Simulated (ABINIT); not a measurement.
Runs of ABINIT 10.8.3 (patched build) on BN. The structure is hexagonal, space group P6_3mc (No. 186). Conventional cell: a = 2.554 Å, b = 2.554 Å, c = 4.227 Å, α = 90.00°, β = 90.00°, γ = 120.00°. Around N (site symmetry 3m) lie 4 B at 1.57 to 1.58 Å. B (site symmetry 3m) is surrounded by 4 N at 1.57 to 1.58 Å. Measurements of this composition are mostly on another form, of space group No. 194.

```csv
task,level,potentials or basis,cell,k mesh,cutoff (eV),smearing,fine-grid cutoff,cutoff smearing ecutsm (Ha),optimiser,force threshold (eV/Å),dispersion computed by,mesh quality,gap on the mesh (eV),pressure (GPa),V0 of scaled cells (Å³/atom),B0 (GPa),largest force (eV/Å)
single point,PBE,JTH PAW PBE v2.0,as given,12 × 12 × 6,707,fermi-dirac 0.05 eV,1306.15 eV,-,-,-,-,not flagged,5.19,(a),-,-,0.02
single point,PBE,PseudoDojo NC SR PBE v0.4.1 standard,as given,9 × 9 × 4,952,fermi-dirac 0.05 eV,-,-,-,-,-,not flagged,5.27,-1.6,-,-,0.02
single point,PBE,JTH PAW PBE v2.0,as given,12 × 12 × 6,680,fermi-dirac 0.05 eV,1278.94 eV,-,-,-,-,not flagged,5.19,-,-,-,0.01
relaxation of cell and atoms,RPBE+D4,SPMS NC PBE v1.0,relaxed,10 × 10 × 5,925,fixed,-,0.5,BFGS,0.02,dftd4 4.3.1,not flagged,5.53,0.0,-,-,0.01
equation of state,PBE,JTH PAW PBE v2.0,as given,12 × 12 × 6,680,fermi-dirac 0.05 eV,1278.94 eV,-,-,-,-,not flagged,-,-,5.97,373,-
equation of state,PBE,JTH PAW PBE v2.0,as given,12 × 12 × 6,707,fermi-dirac 0.05 eV,1306.15 eV,-,-,-,-,not flagged,-,-,5.97,373,-
dielectric tensor,PBE,PseudoDojo NC SR PBE v0.4.1 standard,as given,"8 × 8 × 4, shifted",952,fixed,-,-,-,-,-,coarse,-,-1.6,-,-,0.01
```

Alike in all rows: no spin polarisation.

Question: Estimate the missing entries.

Answer: (a) -0.1.

Caveats: some runs use coarse meshes; an odd mesh through Γ misses points on the zone boundary, where band edges often lie (some runs); pressures at fixed basis lie under the slope of the energies (some runs); the cell was scaled at fixed shape and fractional positions, which overstates the stiffness of a crystal with free parameters, most of all of layers and chains (some runs); the potentials were made for another functional, which shifts forces and pressure (some runs).

Not every run made on this cell is shown here.
